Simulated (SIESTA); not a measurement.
As:

```
As
1.0
     1.82500   -5.50000    0.00000
     1.82500    5.50000    0.00000
     0.00000    0.00000    4.47000
As
4
Direct
  0.39000 0.61000 0.56000
  0.89000 0.11000 0.94000
  0.61000 0.39000 0.44000
  0.11000 0.89000 0.06000
```

This isn't the form of As at room conditions, which is rhombohedral.

| Property | Result |
| --- | --- |
| Program | SIESTA 5.4.2 |
| Task | single point |
| Functional | PBE |
| Potentials or basis | PseudoDojo 0.4 standard (PBE files) |
| Basis | DZP (energy shift 0.003 Ry; two zetas on semicore shells) |
| Grid cutoff | 500 Ry |
| Energy shift | 0.003 Ry |
| k mesh | 8 × 8 × 6 |
| Occupations | fermi-dirac, width 0.05 eV |
| Spin | no spin polarisation |

On this cell: pressure 5.6 GPa; largest force 0.596 eV/Å; band gap on the k mesh 0.02 eV, indirect (least direct gap 0.11 eV).

The same run follows on a disturbed copy (atoms moved at random, drawn with an rms of 0.05 Å):

```xyz
4
Lattice="1.8250 -5.5000 0.0000 1.8250 5.5000 0.0000 0.0000 0.0000 4.4700" Properties=species:S:1:pos:R:3 pbc="T T T"
As    1.7862    1.2539    2.4972
As    1.8101   -4.2969    4.2003
As    1.8447   -1.2418    1.9649
As    1.8373    4.2801    0.2545
```

Problem. What changes?

Solution. The energy moves by -4.6 meV/atom; pressure 4.5 GPa; largest force 0.601 eV/Å; band gap on the k mesh none (metal or under the smearing width).

Forces on the atoms (eV/Å):
```
As   0.208 -0.010 -0.354
As  -0.124  0.462  0.363
As  -0.088  0.016  0.287
As   0.005 -0.468 -0.296
```

Stress tensor (GPa, compression positive):
```
 6.84  0.46 -0.55
 0.46  3.50  0.00
-0.55  0.00  3.17
```

Caveats: the basis of atomic orbitals isn't converged, which shifts pressures, moduli and gaps.
